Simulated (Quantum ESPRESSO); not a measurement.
## Pt: phonons and electron-phonon coupling with LDA

Pt:

```
Pt
1.0
    -1.58422    1.58422    1.58422
     1.58422   -1.58422    1.58422
     1.58422    1.58422   -1.58422
Pt
1
Direct
  0.00000 0.00000 0.00000
```

This isn't the form of Pt at room conditions, which is fcc.

```yaml
Program: Quantum ESPRESSO 7.5
Task: phonons and electron-phonon coupling
Functional: LDA
Potentials_or_basis: GBRV 1.5 LDA
Cutoff: 612 eV
Density_cutoff: 4898 eV
k_mesh: 12 × 12 × 12
Occupations: methfessel-paxton, width 0.272 eV
Spin: no spin polarisation
Form_of_the_LDA_correlation: PZ81
Mixing_beta: 0.5
Most_SCF_iterations: 120
SCF_threshold: 2e-10 Ry
q_mesh: 4 × 4 × 4
```

```yaml
Relaxed_volume: 14.87 Å³/atom
Relaxed_cell: a = 2.683 Å, b = 2.683 Å, c = 2.683 Å, α = 109.47°, β = 109.47°, γ = 109.47°
Space_group_after_relaxing_to_0.05_Å: Im-3m (No. 229)
Pressure_after_relaxing: -0.3 GPa
Band_gap_on_the_k_mesh: none (metal or under the smearing width)
Highest_phonon_frequency: 193 cm⁻¹
Most_unstable_mode: 44i cm⁻¹
```

The path:
```tsv
step	energy change (eV)	largest force (eV/Å)	pressure (GPa)	volume (Å³)
1	0.0000	0.0000	-17.18	15.90
2	-0.0524	0.0000	6.89	14.55
3	-0.0590	0.0000	-0.94	14.91
4	-0.0592	0.0000	-0.04	14.87
5	-0.0592	0.0000	0.00	14.87
```

Final structure:
```yaml
crystal:
  lattice:
    - [-1.54904, 1.54904, 1.54904]
    - [1.54904, -1.54904, 1.54904]
    - [1.54904, 1.54904, -1.54904]
  atoms:
    - { symbol: Pt, position: [0.00000, 0.00000, 0.00000] }
```

Levels at points of the mesh, in eV from the Fermi level:
```
              k point  band 5  band 6  band 7  band 8  band 9  band 10  band 11  band 12
   (0.00, 0.00, 0.00)   -3.76   -3.76   -3.76   -0.99   -0.99    17.14    17.14    17.14
  (0.00, 0.00, -0.50)   -5.33   -1.19   -0.62    0.12    1.28     6.84    13.33    16.37
(-0.50, -0.50, -0.50)   -6.61    0.69    0.69    0.69    7.84     7.84     7.84    13.55
```

Phonon frequencies in cm⁻¹ (negative: imaginary):
```tsv
q point	frequencies
(0.000, 0.000, 0.000)	0 0 0
(0.219, -0.219, 0.219)	90 90 123
(0.438, -0.438, 0.438)	159 159 161
(0.273, -0.273, 0.500)	111 144 178
(0.000, 0.000, 0.458)	-37 121 192
(0.000, 0.000, 0.167)	-32 50 99
(0.050, 0.050, 0.050)	7 7 79
(0.167, 0.167, 0.167)	68 68 175
(0.283, 0.150, 0.283)	91 137 137
(0.400, -0.200, 0.400)	99 164 164
(0.250, 0.250, 0.250)	123 123 123
(0.056, 0.056, 0.444)	-25 122 189
```

Phonon frequencies at the corners of the path (cm⁻¹, interpolated; i marks imaginary ones):
| point | frequencies |
| --- | --- |
| Γ | 0 0 0 |
| H | 162 162 162 |
| N | 36i 123 193 |
| P | 123 123 123 |

Phonon states per cell in windows of 20 cm⁻¹ (negative: imaginary):
```tsv
from (cm⁻¹)	total
-60	0.01
-40	0.12
-20	0.10
0	0.09
20	0.15
40	0.26
60	0.26
80	0.25
100	0.35
120	0.39
140	0.29
160	0.59
180	0.15
```

Run time: 19 min on 4 MPI ranks on Arm Neoverse V1 (shared host), peak memory 0.36 GiB a rank.

Caveat: some modes are imaginary; λ from interpolated matrix elements is rough: modes that symmetry makes equal can differ by tens of percent. Spin-orbit coupling is left out, which matters for the levels of Pt.
